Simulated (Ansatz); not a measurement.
Input, command and steps of an Ansatz relaxation.

```yaml
crystal:
  lattice:
    - [5.0832671886, 5.0832671886, 7.0977420515]
    - [5.0832671886, -5.0832671886, -7.0977420515]
    - [-5.0832671886, 5.0832671886, -7.0977420515]
  atoms:
    - { symbol: Zr, position: [0.1949533965, 0.0974766983, 0.0974766983], spin: 0.2 }
    - { symbol: Si, position: [0.238114566, 0.619057283, 0.619057283] }
    - { symbol: Si, position: [0.6879649812, 0.5804252781, 0.110365245] }
    - { symbol: Si, position: [0.6879649812, 0.1075397031, 0.5775997362] }
    - { symbol: Si, position: [0.50324731, 0.2883568224, 0.4851422065] }
    - { symbol: Si, position: [0.5055268377, 0.7745819879, 0.9953944203] }
    - { symbol: Si, position: [0.0141408694, 0.7699132351, 0.4854304393] }
    - { symbol: Si, position: [-0.0242174048, 0.2661637708, 0.9432976276] }
    - { symbol: Si, position: [0.5055268377, 0.7309448498, 0.5101324174] }
    - { symbol: Si, position: [0.50324731, 0.2148904876, 0.0181051035] }
    - { symbol: Si, position: [0.0141408694, 0.2442276343, 0.5287104301] }
    - { symbol: Si, position: [-0.0242174048, 0.7096188243, 0.0324849675] }
    - { symbol: Si, position: [0.8128197836, 0.6590915089, 0.6587946289] }
    - { symbol: Si, position: [0.8128197836, 0.1537282747, 0.1540251547] }
    - { symbol: Si, position: [0.289950486, 0.144975243, 0.644975243] }
    - { symbol: Si, position: [0.2725796532, 0.6362898266, 0.1362898266] }
    - { symbol: O, position: [0.692058617, 0.4682260423, 0.5612968604] }
    - { symbol: O, position: [0.6878202353, 0.9588899802, 0.0711261086] }
    - { symbol: O, position: [0.1601926812, 0.9603157521, 0.5222565343] }
    - { symbol: O, position: [0.1434774642, 0.4559511015, 0.0067220792] }
    - { symbol: O, position: [0.3651850984, 0.6273441008, 0.5610558546] }
    - { symbol: O, position: [0.3469161291, 0.0824204003, 0.0413129638], spin: 0.2 }
    - { symbol: O, position: [0.8284300427, 0.1392416395, 0.5269984702] }
    - { symbol: O, position: [0.7971371963, 0.5798378358, 0.0334102817] }
    - { symbol: O, position: [0.6878202353, 0.7289302551, 0.6166941267] }
    - { symbol: O, position: [0.692058617, 0.2238325747, 0.1307617566] }
    - { symbol: O, position: [0.1601926812, 0.1998769291, 0.6379361469] }
    - { symbol: O, position: [0.1434774642, 0.6875263628, 0.1367553851] }
    - { symbol: O, position: [0.5457281493, 0.154910581, 0.4646349788] }
    - { symbol: O, position: [0.5653964222, 0.649509702, 1.015192387] }
    - { symbol: O, position: [0.1082702134, 0.6738588719, 0.5010951655] }
    - { symbol: O, position: [0.0434634959, 0.1535797257, 0.9306621], spin: 0.2 }
    - { symbol: O, position: [0.3469161291, 0.2644957288, 0.3056031653], spin: 0.2 }
    - { symbol: O, position: [0.3651850984, 0.7378409975, 0.8041292437] }
    - { symbol: O, position: [0.8284300427, 0.6891884033, 0.3014315726] }
    - { symbol: O, position: [0.7971371963, 0.2172993605, 0.7637269146] }
    - { symbol: O, position: [0.4261472221, 0.2657227142, 0.5968919409] }
    - { symbol: O, position: [0.4052518149, 0.7596020404, 0.0857964408] }
    - { symbol: O, position: [0.9616511268, 0.7589572321, 0.615325641] }
    - { symbol: O, position: [0.9255926634, 0.238667438, 0.0750205965] }
    - { symbol: O, position: [0.5653964222, 0.9158867202, 0.5502040352] }
    - { symbol: O, position: [0.5457281493, 0.3908175683, 0.0810931706] }
    - { symbol: O, position: [0.1082702134, 0.4344113415, 0.6071750479] }
    - { symbol: O, position: [0.0434634959, 0.8898837702, 0.1128013958], spin: 0.2 }
    - { symbol: O, position: [0.4052518149, 0.6456497745, 0.319455374] }
    - { symbol: O, position: [0.4261472221, 0.1604245079, 0.8292552812] }
    - { symbol: O, position: [0.9616511268, 0.2026938947, 0.3463254858] }
    - { symbol: O, position: [0.9255926634, 0.6869252253, 0.8505720668] }
  host:
    lattice:
      - [5.0832671886, 0.0, 0.0]
      - [0.0, 5.0832671886, 0.0]
      - [0.0, 0.0, 7.0977420515]
    atoms:
      - { symbol: Si, position: [0.2060177913, 0.2060177913, 0.0] }
      - { symbol: Si, position: [0.2939822087, 0.7060177913, 0.75] }
      - { symbol: Si, position: [0.7060177913, 0.2939822087, 0.25] }
      - { symbol: Si, position: [0.7939822087, 0.7939822087, 0.5] }
      - { symbol: O, position: [0.5936790284, 0.7411316546, 0.6743341355] }
      - { symbol: O, position: [0.4063209716, 0.2588683454, 0.1743341355] }
      - { symbol: O, position: [0.7411316546, 0.5936790284, 0.3256658645] }
      - { symbol: O, position: [0.2411316546, 0.9063209716, 0.9243341355] }
      - { symbol: O, position: [0.2588683454, 0.4063209716, 0.8256658645] }
      - { symbol: O, position: [0.0936790284, 0.7588683454, 0.5756658645] }
      - { symbol: O, position: [0.9063209716, 0.2411316546, 0.0756658645] }
      - { symbol: O, position: [0.7588683454, 0.0936790284, 0.4243341355] }
total_charge: -1
basis:
  ecutwfc: 420
  xc_grid: 2
kpoints:
  mp_grid: { grid: [2, 2, 2], shift: [0.5, 0.5, 0.5] }
hamiltonian:
  xc: pbe
scf:
  occupations: { method: gaussian, width: 0.01 }
output:
  forces: true
  stress: false
  eigenvalues: true
  populations: true
  charged_corrections:
    defect_position: [0.20601779, 0.1030089, 0.1030089]
    epsilon: [[4.113, 0.0, 0.0], [0.0, 4.113, 0.0], [0.0, 0.0, 3.922]]
  write_density: true
  write_potential: true
  elf: true
  volumetric_format: npy
magnetization:
  spin_polarized: true
relax:
  adjacent_minimum: "off"
  f_tol: 0.025
  max_steps: 45
```

```bash
ansatz run input.yaml --threads 4 --pin off --max-ram 10240MiB --backend cpu --events-out ev --progress --plain --runs-dir out
```

Computed with DFT PBE, scalar-relativistic, plane waves, PAW in Ansatz.

The cell holds a point defect: Zr on a Si site (a), charge −1.

Of 18 frames 4 are shown, positions in Å and forces in eV/Å; the SCF threshold varies from step to step.

```xyz
48
Lattice="5.0833 5.0833 7.0977 5.0833 -5.0833 -7.0977 -5.0833 5.0833 -7.0977" Properties=species:S:1:pos:R:3:forces:R:3 pbc="T T T" step=1 free_energy_over_end_meV_per_atom=3.93
Zr    0.9910    0.9910    0.0000   -0.0247   -0.0247    0.0000
Si    1.2104    1.2104   -7.0977    0.0227    0.0227    0.0000
Si    5.8866    1.1077   -0.0201    0.0114    0.0021    0.0214
Si    1.1077    5.8866    0.0201    0.0021    0.0114   -0.0214
Si    1.5578    3.5585   -1.9182   -0.0100   -0.2654    0.0907
Si    1.4473    3.6922   -8.9747    0.0206    0.0470   -0.0297
Si    1.5180   -1.3742   -8.8097   -0.0145   -0.0429   -0.0310
Si   -3.5652    3.3189   -8.7563   -0.0327    0.1516    0.1610
Si    3.6922    1.4473   -5.2207    0.0470    0.0206    0.0297
Si    3.5585    1.5578    1.9182   -0.2654   -0.0100   -0.0907
Si   -1.3742    1.5180   -5.3857   -0.0429   -0.0145    0.0310
Si    3.3189   -3.5652   -5.4391    0.1516   -0.0327   -0.1610
Si    4.1333    4.1303   -3.5848   -0.0152    0.0373   -0.0715
Si    4.1303    4.1333    3.5848    0.0373   -0.0152    0.0715
Si   -1.0677    4.0155   -3.5489    0.0024    0.0024    0.0000
Si    3.9272   -1.1560   -3.5489   -0.0322   -0.0322    0.0000
O     3.0448    3.9910   -2.3952    0.0359    0.0416    0.0453
O     8.0091   -1.0164   -2.4288   -0.0211    0.0036    0.0260
O     3.0411   -1.4125   -9.3859    0.0319   -0.0064    0.0427
O     3.0129   -1.5542   -2.2656    0.0901   -0.0249   -0.0091
O     2.1933    1.5194   -5.8430   -0.0657    0.0107    0.0237
O     1.9724    1.5545    1.5841    0.1731    0.0524    0.3564
O     2.2401    6.1822    1.1512   -0.0033   -0.0075    0.0410
O     6.8297    1.2744    1.3052   -0.0864   -0.0102    0.0611
O     4.0669    2.9258   -4.6689    0.0036   -0.0211   -0.0260
O     3.9910    3.0448    2.3952    0.0416    0.0359   -0.0453
O    -1.4125    3.0411   -4.8096   -0.0064    0.0319   -0.0427
O     3.5290   -2.0704   -4.8322   -0.0249    0.0901    0.0091
O     1.1997    4.3485   -0.5239   -0.0103    0.0168    0.0369
O     1.0152    4.7329   -7.8026   -0.0267   -0.0336    0.0397
O     1.4286   -0.3278   -7.5710    0.0044   -0.0156    0.0554
O    -3.7292    4.1711   -7.3872    0.1460   -0.2997   -0.0684
O     1.5545    1.9724   -1.5841    0.0524    0.1731   -0.3564
O     1.5194    2.1933   -8.3525    0.0107   -0.0657   -0.0237
O     6.1822    2.2401   -1.1512   -0.0075   -0.0033   -0.0410
O     1.2744    6.8297   -1.3052   -0.0102   -0.0864   -0.0611
O     0.4828    3.8496   -3.0979    0.0039    0.0420   -0.0751
O     5.4851   -1.3651   -3.1240    0.0402   -0.0190   -0.0413
O     5.6184    4.1582   -2.9288    0.0521    0.0320    0.0077
O     5.5369    3.8732    4.3431    0.0017   -0.0060   -0.0990
O     4.7329    1.0152   -6.3929   -0.0336   -0.0267   -0.0397
O     4.3485    1.1997    0.5239    0.0168   -0.0103   -0.0369
O    -0.3278    1.4286   -6.6244   -0.0156    0.0044   -0.0554
O     4.1711   -3.7292   -6.8083   -0.2997    0.1460    0.0684
O     3.7181    0.4019   -3.9737   -0.0190    0.0402    0.0413
O    -1.2336    5.5661   -3.9998    0.0420    0.0039    0.0751
O     4.1582    5.6184    2.9288    0.0320    0.0521   -0.0077
O     3.8732    5.5369   -4.3431   -0.0060    0.0017    0.0990
48
Lattice="5.0833 5.0833 7.0977 5.0833 -5.0833 -7.0977 -5.0833 5.0833 -7.0977" Properties=species:S:1:pos:R:3:forces:R:3 pbc="T T T" step=7 free_energy_over_end_meV_per_atom=0.63
Zr    1.0407    1.0407    0.0000   -0.0474   -0.0474    0.0000
Si    1.2054    1.2054   -7.0977    0.0009    0.0009    0.0000
Si    5.8254    1.1536    0.0305    0.0416   -0.0319   -0.0238
Si    1.1536    5.8254   -0.0305   -0.0319    0.0416    0.0238
Si    1.5353    3.4448   -2.0127   -0.0370    0.0775   -0.0171
Si    1.4392    3.7450   -8.9215    0.0327   -0.0401   -0.0035
Si    1.4581   -1.3853   -8.8414    0.0502   -0.0469    0.0648
Si   -3.4716    3.3570   -8.6919    0.0709   -0.1149   -0.1481
Si    3.7450    1.4392   -5.2740   -0.0401    0.0327    0.0035
Si    3.4448    1.5353    2.0127    0.0775   -0.0370    0.0171
Si   -1.3853    1.4581   -5.3541   -0.0469    0.0502   -0.0648
Si    3.3570   -3.4716   -5.5035   -0.1149    0.0709    0.1481
Si    4.1137    4.1442   -3.6893    0.0776   -0.0747    0.0217
Si    4.1442    4.1137    3.6893   -0.0747    0.0776   -0.0217
Si   -1.1082    3.9751   -3.5489    0.0620    0.0620    0.0000
Si    3.9719   -1.1113   -3.5489    0.0842    0.0842    0.0000
O     3.0097    3.9165   -2.5291   -0.0146   -0.0343   -0.0131
O     8.0287   -0.9717   -2.3037    0.0460    0.0321   -0.0063
O     2.9869   -1.4708   -9.3958    0.0108   -0.0183   -0.0160
O     3.0803   -1.5556   -2.2853   -0.0687   -0.0503    0.0187
O     2.2293    1.4772   -5.8694    0.0248   -0.0223   -0.0006
O     1.8584    1.4126    1.8127   -0.0087    0.0173   -0.1196
O     2.2518    6.0740    1.1559    0.0284   -0.0592   -0.0273
O     6.8475    1.3537    1.2849    0.0204    0.0212   -0.0330
O     4.1116    2.9454   -4.7940    0.0321    0.0460    0.0063
O     3.9165    3.0097    2.5291   -0.0343   -0.0146    0.0131
O    -1.4708    2.9869   -4.7997   -0.0183    0.0108    0.0160
O     3.5276   -2.0030   -4.8124   -0.0503   -0.0687   -0.0187
O     1.2425    4.3065   -0.6233   -0.0129   -0.0232   -0.0511
O     0.9606    4.7646   -7.7459   -0.0486    0.0134   -0.0148
O     1.4006   -0.3198   -7.6131   -0.0015   -0.0001   -0.0456
O    -3.4249    4.2041   -7.3466   -0.1307    0.2365    0.2076
O     1.4126    1.8584   -1.8127    0.0173   -0.0087    0.1196
O     1.4772    2.2293   -8.3261   -0.0223    0.0248    0.0006
O     6.0740    2.2518   -1.1559   -0.0592    0.0284    0.0273
O     1.3537    6.8475   -1.2849    0.0212    0.0204    0.0330
O     0.4582    3.8399   -3.1699   -0.0597    0.0008    0.0764
O     5.5388   -1.2972   -3.1206   -0.0117    0.0205    0.0167
O     5.5740    4.1638   -2.9622   -0.0187    0.0152   -0.0368
O     5.5587    3.8638    4.4331    0.0247   -0.0329    0.0397
O     4.7646    0.9606   -6.4496    0.0134   -0.0486    0.0148
O     4.3065    1.2425    0.6233   -0.0232   -0.0129    0.0511
O    -0.3198    1.4006   -6.5824   -0.0001   -0.0015    0.0456
O     4.2041   -3.4249   -6.8489    0.2365   -0.1307   -0.2076
O     3.7860    0.4555   -3.9772    0.0205   -0.0117   -0.0167
O    -1.2434    5.5415   -3.9279    0.0008   -0.0597   -0.0764
O     4.1638    5.5740    2.9622    0.0152   -0.0187    0.0368
O     3.8638    5.5587   -4.4331   -0.0329    0.0247   -0.0397
48
Lattice="5.0833 5.0833 7.0977 5.0833 -5.0833 -7.0977 -5.0833 5.0833 -7.0977" Properties=species:S:1:pos:R:3:forces:R:3 pbc="T T T" step=12 free_energy_over_end_meV_per_atom=0.13
Zr    1.0222    1.0222    0.0000   -0.0031   -0.0031    0.0000
Si    1.2438    1.2438   -7.0977    0.0001    0.0001    0.0000
Si    5.7919    1.1845    0.0323    0.0088   -0.0019   -0.0085
Si    1.1845    5.7919   -0.0323   -0.0019    0.0088    0.0085
Si    1.5284    3.4153   -2.0301    0.0046    0.0035   -0.0136
Si    1.4430    3.7876   -8.9200    0.0077   -0.0065   -0.0046
Si    1.4447   -1.3596   -8.8351   -0.0012    0.0079    0.0107
Si   -3.4680    3.3403   -8.6839    0.0000    0.0199   -0.0128
Si    3.7876    1.4430   -5.2755   -0.0065    0.0077    0.0046
Si    3.4153    1.5284    2.0301    0.0035    0.0046    0.0136
Si   -1.3596    1.4447   -5.3604    0.0079   -0.0012   -0.0107
Si    3.3403   -3.4680   -5.5116    0.0199    0.0000    0.0128
Si    4.1228    4.1406   -3.7027    0.0022    0.0040    0.0040
Si    4.1406    4.1228    3.7027    0.0040    0.0022   -0.0040
Si   -1.1323    3.9510   -3.5489   -0.0083   -0.0083    0.0000
Si    3.9769   -1.1064   -3.5489    0.0210    0.0210    0.0000
O     2.9989    3.8622   -2.5737   -0.0047   -0.0071   -0.0104
O     8.0246   -0.8838   -2.2925   -0.0011    0.0059   -0.0028
O     2.9650   -1.5058   -9.3971    0.0054   -0.0028   -0.0059
O     3.0748   -1.5451   -2.2868   -0.0094   -0.0042    0.0012
O     2.2769    1.5127   -5.8771    0.0062   -0.0060    0.0047
O     1.8321    1.4126    1.8063   -0.0085   -0.0033   -0.0084
O     2.3057    5.9983    1.1393   -0.0102   -0.0061   -0.0052
O     6.8287    1.3949    1.2704   -0.0074    0.0034    0.0081
O     4.1995    2.9413   -4.8052    0.0059   -0.0011    0.0028
O     3.8622    2.9989    2.5737   -0.0071   -0.0047    0.0104
O    -1.5058    2.9650   -4.7984   -0.0028    0.0054    0.0059
O     3.5382   -2.0085   -4.8109   -0.0042   -0.0094   -0.0012
O     1.2508    4.2830   -0.6470    0.0005   -0.0168    0.0026
O     0.9230    4.8044   -7.7602   -0.0003    0.0095    0.0074
O     1.4392   -0.2775   -7.6217    0.0036   -0.0001   -0.0023
O    -3.4590    4.1883   -7.3317    0.0015    0.0081   -0.0013
O     1.4126    1.8321   -1.8063   -0.0033   -0.0085    0.0084
O     1.5127    2.2769   -8.3184   -0.0060    0.0062   -0.0047
O     5.9983    2.3057   -1.1393   -0.0061   -0.0102    0.0052
O     1.3949    6.8287   -1.2704    0.0034   -0.0074   -0.0081
O     0.4295    3.8081   -3.1651   -0.0051    0.0105   -0.0013
O     5.5431   -1.2887   -3.1197   -0.0142   -0.0071    0.0011
O     5.5658    4.2240   -2.9490   -0.0058    0.0065    0.0033
O     5.5441    3.8191    4.4487    0.0116   -0.0112    0.0146
O     4.8044    0.9230   -6.4352    0.0095   -0.0003   -0.0074
O     4.2830    1.2508    0.6470   -0.0168    0.0005   -0.0026
O    -0.2775    1.4392   -6.5738   -0.0001    0.0036    0.0023
O     4.1883   -3.4590   -6.8638    0.0081    0.0015    0.0013
O     3.7946    0.4598   -3.9781   -0.0071   -0.0142   -0.0011
O    -1.2751    5.5127   -3.9327    0.0105   -0.0051    0.0013
O     4.2240    5.5658    2.9490    0.0065   -0.0058   -0.0033
O     3.8191    5.5441   -4.4487   -0.0112    0.0116   -0.0146
48
Lattice="5.0833 5.0833 7.0977 5.0833 -5.0833 -7.0977 -5.0833 5.0833 -7.0977" Properties=species:S:1:pos:R:3:forces:R:3 pbc="T T T" step=18 free_energy_over_end_meV_per_atom=0.00
Zr    0.9678    0.9678    0.0000    0.0124    0.0124    0.0000
Si    1.3181    1.3181   -7.0977   -0.0022   -0.0022    0.0000
Si    5.7643    1.2229    0.0686   -0.0118   -0.0003    0.0003
Si    1.2229    5.7643   -0.0686   -0.0003   -0.0118   -0.0003
Si    1.4921    3.3600   -2.0422    0.0005    0.0013    0.0073
Si    1.4742    3.8564   -8.9180   -0.0005   -0.0003   -0.0011
Si    1.4308   -1.3132   -8.7924    0.0056    0.0007   -0.0034
Si   -3.4750    3.3095   -8.7133   -0.0017   -0.0036   -0.0053
Si    3.8564    1.4742   -5.2775   -0.0003   -0.0005    0.0011
Si    3.3600    1.4921    2.0422    0.0013    0.0005   -0.0073
Si   -1.3132    1.4308   -5.4031    0.0007    0.0056    0.0034
Si    3.3095   -3.4750   -5.4822   -0.0036   -0.0017    0.0053
Si    4.1165    4.1376   -3.6731    0.0005    0.0047    0.0024
Si    4.1376    4.1165    3.6731    0.0047    0.0005   -0.0024
Si   -1.1692    3.9141   -3.5489   -0.0008   -0.0008    0.0000
Si    3.9914   -1.0919   -3.5489    0.0009    0.0009    0.0000
O     2.9679    3.7644   -2.5998    0.0015   -0.0058    0.0001
O     8.0317   -0.7645   -2.3238   -0.0003   -0.0009    0.0034
O     2.9222   -1.5425   -9.4023   -0.0036   -0.0003   -0.0015
O     3.0661   -1.5079   -2.2958   -0.0015    0.0009    0.0003
O     2.3482    1.6019   -5.8774   -0.0005    0.0007    0.0014
O     1.7810    1.3424    1.8073   -0.0024   -0.0009   -0.0024
O     2.3827    5.9413    1.0682    0.0015   -0.0002   -0.0020
O     6.7851    1.4437    1.3196    0.0060   -0.0001   -0.0003
O     4.3187    2.9484   -4.7739   -0.0009   -0.0003   -0.0034
O     3.7644    2.9679    2.5998   -0.0058    0.0015   -0.0001
O    -1.5425    2.9222   -4.7932   -0.0003   -0.0036    0.0015
O     3.5754   -2.0171   -4.8019    0.0009   -0.0015   -0.0003
O     1.2355    4.2467   -0.6665   -0.0009    0.0082   -0.0001
O     0.9437    4.8657   -7.7560    0.0012    0.0012    0.0022
O     1.5261   -0.2096   -7.6011   -0.0007    0.0007    0.0008
O    -3.5166    4.1364   -7.3487    0.0063   -0.0144   -0.0078
O     1.3424    1.7810   -1.8073   -0.0009   -0.0024    0.0024
O     1.6019    2.3482   -8.3181    0.0007   -0.0005   -0.0014
O     5.9413    2.3827   -1.0682   -0.0002    0.0015    0.0020
O     1.4437    6.7851   -1.3196   -0.0001    0.0060    0.0003
O     0.3934    3.7710   -3.1703    0.0011    0.0029   -0.0073
O     5.5504   -1.2661   -3.0976   -0.0039   -0.0002   -0.0014
O     5.5197    4.3111   -2.8621   -0.0027    0.0000    0.0021
O     5.5274    3.7491    4.4148    0.0037   -0.0019    0.0024
O     4.8657    0.9437   -6.4395    0.0012    0.0012   -0.0022
O     4.2467    1.2355    0.6665    0.0082   -0.0009    0.0001
O    -0.2096    1.5261   -6.5944    0.0007   -0.0007   -0.0008
O     4.1364   -3.5166   -6.8467   -0.0144    0.0063    0.0078
O     3.8172    0.4671   -4.0002   -0.0002   -0.0039    0.0014
O    -1.3123    5.4767   -3.9274    0.0029    0.0011    0.0073
O     4.3111    5.5197    2.8621    0.0000   -0.0027   -0.0021
O     3.7491    5.5274   -4.4148   -0.0019    0.0037   -0.0024
```

The run took 19 min on 4 threads of Arm Neoverse V1, with other jobs on the host, peak memory 2.9 GiB.